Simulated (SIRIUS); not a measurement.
**Ta2N: single point with PBE**

Crystal: Ta2N.

```
Ta N
1.0
     3.11286    0.00000    0.00000
    -1.55643    2.69582    0.00000
     0.00000    0.00000    4.86984
Ta N
2 1
Cartesian
  0.0000 1.7972 1.2404
  1.5564 0.8986 3.6294
  0.0000 0.0000 0.0000
```

The cell comes from a database or a generator and needn't be the stable form of this composition.

| Quantity | Value |
| --- | --- |
| Program | SIRIUS 7.10.0 |
| Task | single point |
| Functional | PBE |
| Potentials or basis | PseudoDojo 0.4.1 PBE standard (scalar relativistic) |
| Cutoff | 1152 eV |
| Density cutoff | 4606 eV |
| k mesh | 10 × 10 × 6 |
| Occupations | fermi-dirac, width 0.05 eV |
| Spin | no spin polarisation |
| Libxc names | ["XC_GGA_X_PBE", "XC_GGA_C_PBE"] |
| Energy tol | 1e-08 Ha |
| Density tol | 1e-06 |
| Mixer | anderson |
| Mixing beta | 0.7 |
| Max scf | 100 |

```yaml
Pressure: -1.3 GPa
Largest_force: 0.007 eV/Å
Band_gap_on_the_k_mesh: none (metal or under the smearing width)
```

Forces in eV/Å, atoms in the order of the input:
```
Ta   0.000  0.000  0.007
Ta   0.000  0.000 -0.007
N    0.000  0.000  0.000
```

Stress tensor (GPa, compression positive):
```
-1.85  0.00  0.00
 0.00 -1.85  0.00
 0.00  0.00 -0.35
```

Run time: 4.4 min on 1 thread of Arm Neoverse V1 (shared host), peak memory 0.81 GiB.

The run has no spin-orbit coupling, so splittings on Ta are missing.
